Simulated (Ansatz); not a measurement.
# From the elastic tensor of GaAs at 8 GPa (stress–strain coefficients) to moduli and sound speeds

Method: DFT PBE, scalar-relativistic, plane waves, PAW in Ansatz. Settings: 420 eV plane-wave cutoff, Γ-centred 12×12×12 mesh, fixed occupations. No spin polarisation.

The structure is cubic, space group F-43m (No. 216). Conventional cell: a = 5.551 Å, b = 5.551 Å, c = 5.551 Å, α = 90.00°, β = 90.00°, γ = 90.00°. Ga (site symmetry -43m) has 4 As at 2.40 Å as nearest neighbours. As (site symmetry -43m) is surrounded by 4 Ga at 2.40 Å.

The bands were filled as in an insulator; under compression the gap may have closed between mesh points.

Relaxed-ion constants (GPa, on the Cartesian axes of the calculation):
C11 = 135.3, C12 = 76.4, C13 = 76.4, C22 = 135.3, C23 = 76.4, C33 = 135.3, C44 = 58.5, C55 = 58.5, C66 = 58.5 GPa; the others vanish.

Density 5.616 g/cm³; 2 atoms in 42.77 Å³.

The values that follow are for a polycrystal of randomly turned grains, by Hill's mean where one number stands.

With S = C⁻¹: B_V = (C11+C22+C33+2(C12+C13+C23))/9, G_V = (C11+C22+C33−C12−C13−C23+3(C44+C55+C66))/15, 1/B_R = S11+S22+S33+2(S12+S13+S23), 15/G_R = 4(S11+S22+S33−S12−S13−S23)+3(S44+S55+S66); Hill is their mean. Then v_l = √((B+4G/3)/ρ), v_t = √(G/ρ), v_m = [(2/v_t³+1/v_l³)/3]^(−1/3) and Θ = (ħ/k_B)·v_m·(6π²n/V)^(1/3) for n atoms in the volume V; E = 9BG/(3B+G), ν = (3B−2G)/(2(3B+G)) and A^U = 5G_V/G_R + B_V/B_R − 6.

* Bulk modulus, Voigt / Reuss / Hill: 96.0 / 96.0 / 96.0 GPa
* Shear modulus, Voigt / Reuss / Hill: 46.9 / 41.9 / 44.4 GPa
* Young's modulus: 115 GPa
* Poisson ratio: 0.300
* Pugh ratio B/G: 2.16
* Universal anisotropy index: 0.59
* Longitudinal and transverse sound speeds: 5258 and 2812 m/s
* Debye temperature from the mean sound speed: 337 K

Cost: 1 run of about 4.8 core-minutes, on Intel Xeon Processor @ 2.70GHz (shared hosts).

The cubic crystal resists shear on the cube planes (C44 = 58.5 GPa) about twice as strongly as the tetragonal shear governed by C11 − C12. This follows from the tetrahedral network: tetragonal strain is taken up mainly by bending the soft bond angles, whereas the C44 strain also stretches bonds, even after the sublattices relax. The crystal is therefore stiffest along the bond directions, ⟨111⟩, and the averaged shear modulus hides a marked directional dependence.

That C12 exceeds C44 is no sign of metallic bonding. For stress–strain coefficients, central forces would give a difference of twice the pressure only if every atom sat at an inversion centre; neither Ga nor As does, so the difference is no test of the bonding here. The Pugh ratio of 2.16 likewise doesn't make GaAs ductile: compression raises the bulk modulus much more readily than the bond-bending shear stiffness, and plasticity in a covalent semiconductor depends on dislocation mobility. The constants satisfy the cubic conditions for stability against homogeneous strain at this pressure, but that doesn't exclude a denser phase of lower enthalpy.
